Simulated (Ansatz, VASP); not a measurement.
## NiI2 in two plane-wave programs

Wanted: the spread between two codes on one cell, functional and k mesh.

Calculated with Ansatz 0.2.0; plane waves, with VASP 6.6.1 beside it; band structure at LDA, band structure at r2SCAN and band structure at PBEsol, spin-orbit coupling.

The database entry behind the starting cell differs from later determinations by our own check (c about 0.7 % short), so it need not match the best structure at ambient conditions.

## (1) The starting structure

Symmetry: R-3m, No. 166, trigonal system. The conventional cell has a = 3.903 Å, b = 3.903 Å, c = 19.670 Å, α = 90.00°, β = 90.00°, γ = 120.00°. Ni has 6 I at 2.79 Å nearest. I has 3 Ni at 2.79 Å nearest. Farther neighbours and most contacts between anions are not listed.

As a file:

```xyz
3
Lattice="1.9515 1.1267 6.5567 -1.9515 1.1267 6.5567 0.0000 -2.2534 6.5567" Properties=species:S:1:pos:R:3 pbc="T T T"
Ni    0.0000    0.0000    0.0000
I     0.0000    0.0000    4.9175
I     0.0000    0.0000   14.7525
```

## (2) VASP: band structure, LDA

Levels along a path test the potential and the projectors away from the mesh points.

Lines of VASP's logs that name or quote its potential files are left out, and so is its time.

The input, INCAR:

```
SYSTEM = NiI2
PREC = Accurate
ENCUT = 400
EDIFF = 1E-06
NELM = 100
ISMEAR = 0
SIGMA = 0.02
LREAL = .FALSE.
ALGO = Normal
GGA = CA
NBANDS = 26
ISPIN = 2
MAGMOM = 1 0 0
LMAXMIX = 4
LORBIT = 11
LWAVE = .FALSE.
LCHARG = .FALSE.
KPAR = 4
```

The input, POSCAR:

```
NiI2
1.0
    1.9515000000      1.1266990503      6.5566666667
   -1.9515000000      1.1266990503      6.5566666667
    0.0000000000     -2.2533981006      6.5566666667
Ni I
1 2
Direct
    0.0000000000      0.0000000000      0.0000000000
    0.2500000000      0.2500000000      0.2500000000
    0.7500000000      0.7500000000      0.7500000000
```

The input, KPOINTS:

```
Automatic mesh
0
Gamma
4 4 4
0 0 0
```

The input, KPOINTS_OPT:

```
Line mode
16
Line-mode
Reciprocal
  0.00000000   0.00000000   0.00000000 GAMMA
  0.50000000   0.00000000   0.00000000 L

  0.50000000   0.00000000   0.00000000 L
  0.50000000   0.18635271  -0.18635271 B1

  0.81364729   0.50000000   0.18635271 B
  0.50000000   0.50000000   0.50000000 Z

  0.50000000   0.50000000   0.50000000 Z
  0.00000000   0.00000000   0.00000000 GAMMA

  0.00000000   0.00000000   0.00000000 GAMMA
  0.34317635   0.00000000  -0.34317635 X

  0.65682365   0.34317635   0.00000000 Q
  0.50000000   0.50000000   0.00000000 F

  0.50000000   0.50000000   0.00000000 F
  0.65682365   0.65682365   0.18635271 P1

  0.65682365   0.65682365   0.18635271 P1
  0.50000000   0.50000000   0.50000000 Z

  0.50000000   0.00000000   0.00000000 L
  0.81364729   0.34317635   0.34317635 P
```

Potentials, in the order of the species: Ni and I (PBE family, release 64).

The run is started by

```sh
> mpirun -np 4 vasp_std
```

Numbers of over 12 decimals in the logs are rounded to 6 here.

The program printed:

```text
[banner, memory and clock lines left out]
running    4 mpi-ranks, on    1 nodes
 distrk:  each k-point on    1 cores,    4 groups
 distr:  one band on    1 cores,    1 groups

 POSCAR found type information on POSCAR NiI
 POSCAR found :  2 types and       3 ions
|                                                                             |
|               ----> ADVICE to this user running VASP <----                  |
|                                                                             |
|     You enforced a specific xc type in the INCAR file but a different       |
|     [... a line on the potential file left out ...]
|     I HOPE YOU KNOW WHAT YOU ARE DOING!                                     |
|                                                                             |

 LDA part: xc-table for (Slater(with rela. corr.)+CA(PZ))
 , standard interpolation
 POSCAR, INCAR and KPOINTS ok, starting setup
 FFT: planning ... GRIDC
 FFT: planning ... GRID_SOFT
 FFT: planning ... GRID
 WAVECAR not read
 entering main loop
       N       E                     dE             d eps       ncg     rms          rms(c)
DAV:   1     0.127693098220E+03    0.12769E+03   -0.76965E+03  1352   0.653E+02
DAV:   2    -0.146782283174E+00   -0.12784E+03   -0.11866E+03  1472   0.171E+02
DAV:   3    -0.110428202685E+02   -0.10896E+02   -0.10679E+02  1664   0.558E+01
DAV:   4    -0.113369524762E+02   -0.29413E+00   -0.29387E+00  1790   0.915E+00
DAV:   5    -0.113429553815E+02   -0.60029E-02   -0.60024E-02  1760   0.130E+00    0.114E+01
DAV:   6    -0.132480801692E+02   -0.19051E+01   -0.13767E+01  1626   0.526E+01    0.202E+01
DAV:   7    -0.105744392852E+02    0.26736E+01   -0.45878E+00  1640   0.426E+01    0.352E+00
DAV:   8    -0.105922192520E+02   -0.17780E-01   -0.41452E-01  1918   0.609E+00    0.194E+00
DAV:   9    -0.105742000908E+02    0.18019E-01   -0.65172E-02  1844   0.354E+00    0.643E-01
DAV:  10    -0.105737768724E+02    0.42322E-03   -0.45189E-03  2124   0.468E-01    0.251E-01
DAV:  11    -0.105736840231E+02    0.92849E-04   -0.45878E-04  1738   0.122E-01    0.104E-01
DAV:  12    -0.105736741324E+02    0.98907E-05   -0.97113E-05  1920   0.648E-02    0.277E-02
DAV:  13    -0.105736752654E+02   -0.11330E-05   -0.83105E-06  1786   0.223E-02    0.139E-02
DAV:  14    -0.105736754484E+02   -0.18293E-06   -0.11095E-06  1108   0.122E-02
   1 F= -.10573675E+02 E0= -.10573188E+02  d E =-.973970E-03  mag=     1.3751
 Start KPOINTS_OPT (optional k-point list driver)
k-point batch [1-13\144]
       N       E                     dE             ncg
DAV:   1     0.210099844002E+04   -0.12081E+04     1368
DAV:   2     0.430482738539E+03   -0.16705E+04     1482
DAV:   3     0.293670830840E+03   -0.13681E+03     1714
DAV:   4     0.290225441638E+03   -0.34454E+01     1770
DAV:   5     0.290165427102E+03   -0.60015E-01     1750
DAV:   6     0.290162629240E+03   -0.27979E-02     1838
DAV:   7     0.290162519277E+03   -0.10996E-03     1846
DAV:   8     0.290162517246E+03   -0.20306E-05     1282
DAV:   9     0.290162517179E+03   -0.67644E-07     1050
[...]
k-point batch [144-144\144]
       N       E                     dE             ncg
DAV:   1     0.851537599819E+04   -0.52458E+03      104
DAV:   2     0.838051046056E+04   -0.13487E+03      114
DAV:   3     0.836893515812E+04   -0.11575E+02      140
DAV:   4     0.836863519417E+04   -0.29996E+00      152
DAV:   5     0.836863205315E+04   -0.31410E-02      128
DAV:   6     0.836863189624E+04   -0.15691E-03      152
DAV:   7     0.836863188673E+04   -0.95058E-05      136
DAV:   8     0.836863188591E+04   -0.82271E-06      136
```

From OUTCAR (step 2):

```text
ion  position               nearest neighbor table
   1  0.000  0.000  0.000-   3 2.79   2 2.79   3 2.79   3 2.79   2 2.79   2 2.79
   2  0.250  0.250  0.250-   1 2.79   1 2.79   1 2.79
   3  0.750  0.750  0.750-   1 2.79   1 2.79   1 2.79

  LATTYP: Found a trigonal (rhomboedric) cell.
 ALAT       =     6.9330859491
 COS(alpha) =     0.8415420845

 Subroutine GETGRP returns: Found 12 space group operations
 (whereof 12 operations were pure point group operations)

The static configuration has the point symmetry D_3d.

 Found     13 irreducible k-points:

   k-points           NKPTS =     13   k-points in BZ     NKDIM =     13   number of bands    NBANDS=     26

   dimension x,y,z NGX =    48 NGY =   48 NGZ =   48
   dimension x,y,z NGXF=    96 NGYF=   96 NGZF=   96

   ENCUT  =  400.0 eV  29.40 Ry    5.42 a.u.  11.31 11.31 11.31*2*pi/ulx,y,z

   NELECT =      24.0000    total number of electrons

 k-points in reciprocal lattice and weights: Automatic mesh
   0.00000000  0.00000000  0.00000000       0.016
   0.25000000  0.00000000  0.00000000       0.094
   0.50000000  0.00000000  0.00000000       0.047
   0.25000000  0.25000000  0.00000000       0.094
   0.50000000  0.25000000  0.00000000       0.188
  -0.25000000  0.25000000  0.00000000       0.094
   0.50000000  0.50000000  0.00000000       0.047
   0.25000000  0.25000000  0.25000000       0.031
   0.50000000  0.25000000  0.25000000       0.094
  -0.25000000  0.25000000  0.25000000       0.094
   0.50000000  0.50000000  0.25000000       0.094
  -0.25000000  0.50000000  0.25000000       0.094
   0.50000000  0.50000000  0.50000000       0.016

 average (electrostatic) potential at core
       1 -85.6615       2 -91.0827       3 -91.0827

 E-fermi :   4.7177

 spin component 1
 k-point     1 :       0.0000    0.0000    0.0000
  band No.  band energies     occupation
    ...
      7       3.0395      1.00000
      8       3.1547      1.00000
      9       3.8634      1.00000
     10       4.0390      1.00000
     11       4.0390      1.00000
     12       4.8205      0.00000
     13       4.8205      0.00000
     14       7.9867      0.00000
     15       9.0757      0.00000
     16      11.0444      0.00000
    ...

 k-point     2 :       0.2500    0.0000    0.0000
  band No.  band energies     occupation
    ...
      9       3.0456      1.00000
     10       3.4707      1.00000
     11       3.7294      1.00000
     12       4.3282      1.00000
     13       4.4912      1.00000
     14       8.6776      0.00000
     15      10.0323      0.00000
     16      11.2926      0.00000
     17      11.7018      0.00000
     18      12.1827      0.00000
    ...

 k-point     3 :       0.5000    0.0000    0.0000
  band No.  band energies     occupation
    ...
      9       2.9683      1.00000
     10       3.2556      1.00000
     11       3.3604      1.00000
     12       4.0261      1.00000
     13       4.3852      1.00000
     14       7.9581      0.00000
     15       9.1837      0.00000
     16      11.1221      0.00000
     17      11.3460      0.00000
     18      12.4336      0.00000
    ...

 k-point     4 :       0.2500    0.2500    0.0000
  band No.  band energies     occupation
    ...
      9       3.0490      1.00000
     10       3.4283      1.00000
     11       3.6336      1.00000
     12       4.5801      1.00000
     13       4.6731      0.99920
     14       8.4382      0.00000
     15       9.5384      0.00000
     16      11.2184      0.00000
     17      11.8879      0.00000
     18      12.1226      0.00000
    ...

 k-point     5 :       0.5000    0.2500    0.0000
  band No.  band energies     occupation
    ...
      9       3.2445      1.00000
     10       3.2978      1.00000
     11       3.4531      1.00000
     12       3.9022      1.00000
     13       4.3578      1.00000
     14       8.3363      0.00000
     15      10.0579      0.00000
     16      10.7646      0.00000
     17      11.7625      0.00000
     18      12.2716      0.00000
    ...

 k-point     6 :      -0.2500    0.2500    0.0000
  band No.  band energies     occupation
    ...
      9       3.2317      1.00000
     10       3.2854      1.00000
     11       3.5409      1.00000
     12       3.6293      1.00000
     13       4.6616      0.99996
     14       8.7008      0.00000
     15      10.3126      0.00000
     16      11.7738      0.00000
     17      12.0819      0.00000
     18      12.3654      0.00000
    ...

  Total       -3.0822973     -3.0822973     -4.2850915     -0.0000000     -0.0000000      0.0000000
  in kB      -57.0918702    -57.0918702    -79.3706327     -0.0000000     -0.0000000      0.0000000
  external PRESSURE =     -64.5181244 kB  Pullay stress =       0.0000000 kB

  energy-cutoff  :      400.00
  volume of cell :       86.50
      direct lattice vectors                 reciprocal lattice vectors
     1.951500000  1.126699050  6.556666667     0.256213169  0.147924742  0.050838841
    -1.951500000  1.126699050  6.556666667    -0.256213169  0.147924742  0.050838841
     0.000000000 -2.253398101  6.556666667     0.000000000 -0.295849485  0.050838841

 POSITION                                       TOTAL-FORCE (eV/Angst)
 -----------------------------------------------------------------------------------
      0.00000      0.00000      0.00000         0.000000     -0.000000     -0.000000
      0.00000      0.00000      4.91750         0.000000      0.000000      1.195560
      0.00000      0.00000     14.75250         0.000000     -0.000000     -1.195560
 -----------------------------------------------------------------------------------
    total drift:                               -0.000000     -0.000000      0.000000

  FREE ENERGIE OF THE ION-ELECTRON SYSTEM (eV)
  ---------------------------------------------------
  free  energy   TOTEN  =       -10.5736754484 eV

  energy  without entropy=      -10.5727014783  energy(sigma->0) =      -10.57318846

 total charge
# of ion       s       p       d       tot
------------------------------------------
    1        0.320   0.283   8.341   8.943
    2        1.523   2.670   0.030   4.223
    3        1.523   2.670   0.030   4.223
--------------------------------------------------
tot          3.365   5.623   8.401  17.389

 magnetization (x)
# of ion       s       p       d       tot
------------------------------------------
    1        0.001   0.002   0.910   0.912
    2        0.006   0.145   0.001   0.153
    3        0.006   0.145   0.001   0.153
--------------------------------------------------
tot          0.013   0.292   0.912   1.217

[... 6 further parts left out ...]
```

Experiment finds antiferromagnetic order in this phase (below 60 K, arxiv:2307.10686), so this ferromagnetic run describes another state. The k-mesh is coarse for a metal. At this level the cell is under a tension of 6.5 GPa, so at these settings it is away from equilibrium. Oxides and halides of Ni are often magnetic insulators, and a metal at this level, without U or exact exchange, may be an artefact.

(Continued in part 2 of 3.)

[Lines on the potential files, build, host, timing and source positions are cut from VASP's logs without a mark.]

[Logs are printed without paths, hosts, clocks, repeated set-up lines and the standing remarks that a program may print on its own settings, such as how far it seeks lower states.]

[Hosts, paths, dates, database ids (printed as entryN), source tags and the programs' standing remarks are cut or masked in the printed files.]
